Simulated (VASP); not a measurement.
Runs of VASP 6.6.1 on BN. The structure is trigonal, space group R3m (No. 160). Conventional cell: a = 2.502 Å, b = 2.502 Å, c = 10.119 Å, α = 90.00°, β = 90.00°, γ = 120.00°. N (site symmetry 3m) has 3 B at 1.44 Å as nearest neighbours. B (site symmetry 3m) has 3 N at 1.44 Å as nearest neighbours. The cell is a database's computed one.

```tsv
task	level	potentials or basis	cell	smearing	other keys	gap on the mesh (eV)	pressure (GPa)
band structure	RPBE	VASP PAW PBE potentials, release 64 (N, B)	as given	fermi-dirac 0.05 eV	-	4.39	-
density of states	PBE+MBD	VASP PAW PBE potentials, release 54 (N, B)	volume scaled by 0.92	fermi-dirac 0.1 eV	ISMEAR = -1; SIGMA = 0.1; IMIX = 1; AMIX = 0.2	4.38	(a)
Born charges and dielectric tensor	PBEsol	VASP PAW PBE potentials, release 64 (N, B)	as given	gaussian 0.05 eV	-	4.18	-
single point	PBE	VASP PAW PBE potentials, release 54 (N, B)	as given	gaussian 0.05 eV	-	(b)	3.7
band structure	PBEsol	VASP PAW PBE potentials, release 64 (N, B)	as given	fermi-dirac 0.05 eV	-	4.18	1.0
```

Alike in all rows: no spin polarisation; k mesh 12 × 12 × 12; cutoff (eV) 520.

**Question.** Estimate the missing entries.

**Answer.** (a) 23.1; (b) 4.28.

Caveats: the PAW data sets were made with another functional, which shifts forces and pressure a little (some runs).

A k mesh can miss the band edges.
